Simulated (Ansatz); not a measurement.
## In₃Se (Pm-3m) under several functionals

Plane-wave DFT in Ansatz with scalar-relativistic PAW potentials. The same structure was relaxed (cell and atoms, symmetry kept) in separate runs at each level. Whether it is the stable form of this composition wasn't checked. No spin polarisation.

| level | cutoff (eV) | k mesh | V (Å³/atom) | a (Å) |
| --- | --- | --- | --- | --- |
| PBEsol+D3(BJ) | 420 | 10×10×10 | 24.142 | 4.588 |
| PBE+D3(BJ) | 420 | 10×10×10 | 25.971 | 4.701 |
| r2SCAN | 500 | 10×10×10 | 26.679 | 4.743 |
| PBE | 420 | 10×10×10 | 27.483 | 4.790 |

Question: Where does PBEsol (420 eV, k mesh 10×10×10) fall?

Answer: V (Å³/atom) 25.436, a (Å) 4.668. Its volume is between those of PBEsol+D3(BJ) and PBE+D3(BJ). The usual order of volumes, PBEsol < PBE, holds here (25.436, 27.483 Å³/atom). As a rule PBEsol, built on the gradient expansion of slowly varying densities, lies between LDA and PBE; PBE's stronger gradient term for exchange weakens bonds. Adding D3 to PBE changes the volume by -5.5 %; the term is attractive, so it pulls cells in. In metals the pairwise form ignores screening by the conduction electrons, so it can pull in too far. r2SCAN lies 2.9 % under PBE in volume.

Spin polarisation was left out, and a magnetic state may lie lower.